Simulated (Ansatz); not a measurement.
The calculation used DFT PBE, scalar-relativistic, plane waves, PAW (Ansatz 0.2.0). All cells share a 420 eV cutoff and Γ-centred k meshes spaced at most about 0.3 Å⁻¹ (about 0.25 or finer for metals, 2π included). No spin polarisation in the final relaxations.

Temperature and zero-point effects are left out.

Compare these two cells of BAs2, each relaxed at this level.

1.

```cif
data_structure
_symmetry_space_group_name_H-M 'P6/mmm'
_symmetry_Int_Tables_number 191
_cell_length_a 4.6153
_cell_length_b 4.6153
_cell_length_c 2.6600
_cell_angle_alpha 90.000
_cell_angle_beta 90.000
_cell_angle_gamma 120.000
_cell_volume 49.07
loop_
_atom_site_label
_atom_site_type_symbol
_atom_site_symmetry_multiplicity
_atom_site_Wyckoff_symbol
_atom_site_fract_x
_atom_site_fract_y
_atom_site_fract_z
_atom_site_occupancy
B1 B 1 a 0.00000 0.00000 0.00000 1
As1 As 2 d 0.33333 0.66667 0.50000 1
```

2.

```cif
data_structure
_symmetry_space_group_name_H-M 'Fm-3m'
_symmetry_Int_Tables_number 225
_cell_length_a 5.7911
_cell_length_b 5.7911
_cell_length_c 5.7911
_cell_angle_alpha 90.000
_cell_angle_beta 90.000
_cell_angle_gamma 90.000
_cell_volume 194.21
loop_
_atom_site_label
_atom_site_type_symbol
_atom_site_symmetry_multiplicity
_atom_site_Wyckoff_symbol
_atom_site_fract_x
_atom_site_fract_y
_atom_site_fract_z
_atom_site_occupancy
B1 B 4 a 0.00000 0.00000 0.00000 1
As1 As 8 c 0.25000 0.75000 0.75000 1
```

Problem. Which is lower in energy, and by how much?

Solution. Cell 2 is lower, by 299 meV/atom. Cell 1 has space group P6/mmm (No. 191), 16.4 Å³/atom and no gap on its mesh; cell 2 has the fluorite type, space group Fm-3m (No. 225), 16.2 Å³/atom and no gap. Counting As atoms around B (those within 1.25 times the shortest such distance or 1.15 times the sum of covalent radii, 1.27 where that leaves under three; the shortest distance is added where it exceeds 1.18 times the sum of covalent radii), cell 1 has B 12 from 3.0 Å and cell 2 has B 8 from 2.5 Å. Even the lower one lies +1.04 eV/atom against the reference forms of the elements (uncorrected), so neither is stable at this level. In cell 1, B has 2 B at 2.66 Å and 12 As at 2.98 Å (long against covalent radii, as for large ions); around As lie 5 As at 2.66 Å and 6 B at 2.98 Å. In cell 2, B is surrounded by 8 As at 2.51 Å; As is surrounded by 4 B at 2.51 Å and 6 As at 2.90 Å. Both come from invented guesses. A third cell relaxed alike, in I4/mmm, lies 0.52 eV/atom below the lower of the two.

In P6/mmm, Fm-3m an odd number of electrons in the primitive cell allows no gap without spin; a larger cell or a magnetic state could open one. A magnetic state wasn't ruled out in cells without spin, among them P6/mmm, Fm-3m. Cells relaxed within their symmetry can be saddle points.

The fluorite cell wins by 299 meV/atom at almost equal volume per atom, so packing density hardly explains the preference. The likelier reason is boron-arsenic contact: 2.51 Å in the fluorite cell against 2.98 Å in P6/mmm, where boron sits in an oversized cavity of an arsenic network and gains little from its many distant neighbours. The shorter As–As contacts of that network, 2.66 Å against 2.90 Å, evidently don't make up for this.

Even 2.51 Å is far beyond a normal B–As single bond. Both structures place a small atom that favours few, short, directional covalent bonds on a site suited to a large electropositive cation, and boron and arsenic are too similar in electronegativity for ionic attraction to compensate. This mismatch probably accounts for much of the energy above the elements. The ordering therefore ranks two poor hosts for boron and doesn't point to fluorite as the preferred structure of BAs2: the I4/mmm cell is clearly lower, though it too remains above the elements.
